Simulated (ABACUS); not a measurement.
# MoS2 under changes of volume

One of the cells (50.735 Å³/atom); the others are scaled copies at fixed shape and fractional positions:

```xyz
3
Lattice="3.1841 0.0000 0.0000 -1.5921 2.7575 0.0000 0.0000 0.0000 17.3346" Properties=species:S:1:pos:R:3 pbc="T T T"
Mo    0.0000    0.0000    0.0000
S     0.0000    1.8384   15.7833
S     0.0000    1.8384    1.5513
```

- Program: ABACUS 3.10.1
- Functional: PBEsol
- Potentials or basis: PseudoDojo NC SR 0.4.1 PBEsol standard
- Cutoff: 1102 eV
- Density cutoff: 4408 eV
- Basis: plane waves
- k mesh: 10 × 10 × 2
- Occupations: fermi-dirac, width 0.05 eV
- Spin: no spin polarisation

```tsv
volume (Å³/atom)	energy over the lowest point (meV/atom)	gap on the mesh (eV)	largest force (eV/Å)
47.690	14.21	1.91	0.972
48.705	?	?	?
49.720	0.00	1.79	0.200
50.735	3.87	1.73	0.143
51.749	14.06	1.68	0.457
52.764	29.89	1.63	0.748
53.779	50.79	1.58	1.018
```

Question: What does the run at 48.705 Å³/atom give?

Answer: Energy over the lowest point 3.17 meV/atom; gap on the mesh 1.85 eV; largest force 0.573 eV/Å.

Worked out: A Birch-Murnaghan fit of order 3 (a polynomial in V^(-2/3)) to the other rows has its minimum at 49.65 Å³/atom with B0 = V·E''(V) = 55 GPa and B' = 4.4 at fixed shape and positions, which overstates the stiffness. It gives 3.17 meV/atom at 48.705 Å³/atom, against the run's 3.17. A straight line through the other rows of the gap, of slope -2.74 eV per unit of ln V, gives 1.85 eV, against the run's 1.85.

Energies are extrapolated to zero smearing.

A mesh can miss the band edges. Spin-orbit coupling on Mo is left out.
